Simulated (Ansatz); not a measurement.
What does Ansatz print for the nuclei with this input?

The cell is a COD entry, ions relaxed with PBE at fixed cell.

```yaml
crystal:
  lattice:
    - [-5.06, 5.06, 5.06]
    - [5.06, -5.06, 5.06]
    - [5.06, 5.06, -5.06]
  atoms:
    - { symbol: In, position: [0.5000563614, 0.5000563614, 0.5000563614] }
    - { symbol: In, position: [0.5, 0.0, -5.63614e-05] }
    - { symbol: In, position: [-5.63614e-05, 0.5, 0.0] }
    - { symbol: In, position: [0.0, -5.63614e-05, 0.5] }
    - { symbol: In, position: [0.25, 0.2162312703, -0.0337687297] }
    - { symbol: In, position: [0.75, 0.2837687297, 0.5337687297] }
    - { symbol: In, position: [-0.0337687297, 0.25, 0.2162312703] }
    - { symbol: In, position: [0.5337687297, 0.75, 0.2837687297] }
    - { symbol: In, position: [0.2162312703, -0.0337687297, 0.25] }
    - { symbol: In, position: [0.2837687297, 0.5337687297, 0.75] }
    - { symbol: In, position: [0.25, 0.7162957176, 0.4662957176] }
    - { symbol: In, position: [0.75, 0.7837042824, 1.0337042824] }
    - { symbol: In, position: [0.4662957176, 0.25, 0.7162957176] }
    - { symbol: In, position: [1.0337042824, 0.75, 0.7837042824] }
    - { symbol: In, position: [0.7162957176, 0.4662957176, 0.25] }
    - { symbol: In, position: [0.7837042824, 1.0337042824, 0.75] }
    - { symbol: O, position: [0.454176029, 0.4638612255, 0.2274374085] }
    - { symbol: O, position: [0.736423817, 0.2267386204, 0.2725625915] }
    - { symbol: O, position: [0.045823971, 0.2732613796, 0.0096851965] }
    - { symbol: O, position: [0.763576183, 0.0361387745, 0.4903148035] }
    - { symbol: O, position: [0.2274374085, 0.454176029, 0.4638612255] }
    - { symbol: O, position: [0.2725625915, 0.736423817, 0.2267386204] }
    - { symbol: O, position: [0.0096851965, 0.045823971, 0.2732613796] }
    - { symbol: O, position: [0.4903148035, 0.763576183, 0.0361387745] }
    - { symbol: O, position: [0.4638612255, 0.2274374085, 0.454176029] }
    - { symbol: O, position: [0.2267386204, 0.2725625915, 0.736423817] }
    - { symbol: O, position: [0.2732613796, 0.0096851965, 0.045823971] }
    - { symbol: O, position: [0.0361387745, 0.4903148035, 0.763576183] }
    - { symbol: O, position: [0.7725646483, 0.5457685786, 0.5360924082] }
    - { symbol: O, position: [0.5096761704, 0.2364722401, -0.0360924082] }
    - { symbol: O, position: [0.7274353517, 0.2635277599, 0.7732039303] }
    - { symbol: O, position: [-0.0096761704, -0.0457685786, 0.7267960697] }
    - { symbol: O, position: [0.5360924082, 0.7725646483, 0.5457685786] }
    - { symbol: O, position: [-0.0360924082, 0.5096761704, 0.2364722401] }
    - { symbol: O, position: [0.7732039303, 0.7274353517, 0.2635277599] }
    - { symbol: O, position: [0.7267960697, -0.0096761704, -0.0457685786] }
    - { symbol: O, position: [0.5457685786, 0.5360924082, 0.7725646483] }
    - { symbol: O, position: [0.2364722401, -0.0360924082, 0.5096761704] }
    - { symbol: O, position: [0.2635277599, 0.7732039303, 0.7274353517] }
    - { symbol: O, position: [-0.0457685786, 0.7267960697, -0.0096761704] }
kpoints:
  mp_grid: { grid: [3, 3, 3] }
scf:
  occupations: { method: fermi_dirac, width: 0.02 }
hamiltonian:
  xc: pbe
  pseudopotentials: { kind: paw_fr }
output:
  forces: true
  stress: true
  populations: true
  efg:
    quadrupole_moments_barn: { In: 0.772, O: -0.02558 }
    contact_densities: true
  write_density: true
  write_potential: true
  elf: true
  volumetric_format: npy
magnetization:
  noncollinear: true
  spin_orbit: true
```

```sh
ansatz run input.yaml --threads 1 --pin off --max-ram 3072MiB --backend cpu --events-out ev --progress --plain --runs-dir out
```

Of the output, the block on the nuclei alone is shown; the set-up, the SCF iterations, energies, forces and stress are cut. One atom of each set with nearly equal values is shown.

```
--- PAW observables at the nuclei: V_zz in 10²¹ V/m², potentials from the cell's mean, atoms counted from 1 ---
  atom   1  In V_zz =    +8.304946   η = 0.0000   by run symmetry: allowed   C_q = +155.0274 MHz
            electrostatic potential = -7947.047167 V   contact ρ = 1135786.873808 e/Å³
  atom   5  In V_zz =    +5.240421   η = 0.9548   by run symmetry: allowed   C_q = +97.8223 MHz
            electrostatic potential = -7947.004891 V   contact ρ = 1135788.321512 e/Å³
  atom  17  O  V_zz =    -2.514765   η = 0.4289   by run symmetry: allowed   C_q = +1.5554 MHz
            electrostatic potential = -627.305103 V   contact ρ = 2158.093343 e/Å³
```

Hardware: 1 thread of Intel Xeon Platinum 8259CL CPU @ 2.50GHz (Skylake/Cascade Lake) (x86_64; 16 cores open to the job, memory cap 3.0 GiB, no GPU), a shared host with a load of 0.5 a core. Wall time 20 min, CPU time 20 min, peak memory 3 GiB.

At this cell the PBE pressure is 8 GPa, so with PBE the cell would grow if it were relaxed. The database positions were far from equilibrium, so the relaxed structure may not be the compound's real one.
